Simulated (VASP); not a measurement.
A run of VASP 6.6.1 is set up as follows.

Contents of INCAR:

```
SYSTEM = Mg
PREC = Accurate
ENCUT = 600
EDIFF = 1E-7
ISMEAR = 1
SIGMA = 0.1
LREAL = .False.
LASPH = .True.
NELM = 80
ALGO = Normal
ISIF = 4
LWAVE = .False.
LCHARG = .False.
GGA = PE
IVDW = 12
IBRION = 2
NSW = 40
EDIFFG = -0.01
```

File KPOINTS:

```
Automatic mesh
0
Gamma
  15 15 7
  0 0 0
```

File POSCAR:

```
Mg                                      
1.0
    3.1122236754      0.0000000000      0.0000000000
   -1.5561118377      2.6952647652      0.0000000000
    0.0000000000      0.0000000000      4.9591428219
  Mg            
     2
Direct
     0.3333333332999970    0.6666666667000030    0.2500000000000000
     0.6666666667000030    0.3333333332999970    0.7500000000000000
```

Potentials or basis: VASP PAW PBE potentials, release 64 (Mg).

Run with:

```console
$ cat potpaw_PBE.64/Mg/POTCAR > POTCAR
$ mpirun -np 1 vasp_std > vasp.out
```

Task: What does it give for the dispersion energy per atom?

Result: -0.313 eV.

Task: What does it give for the band gap on the k mesh?

Result: None (metal or under the smearing width).

Final structure:
```
Mg
1.0
     3.11222    0.00000    0.00000
    -1.55611    2.69526    0.00000
     0.00000    0.00000    4.95914
Mg
2
Direct
  0.33333 0.66667 0.25000
  0.66667 0.33333 0.75000
```

Caveat: the relaxation stopped at its first step, so nothing moved.
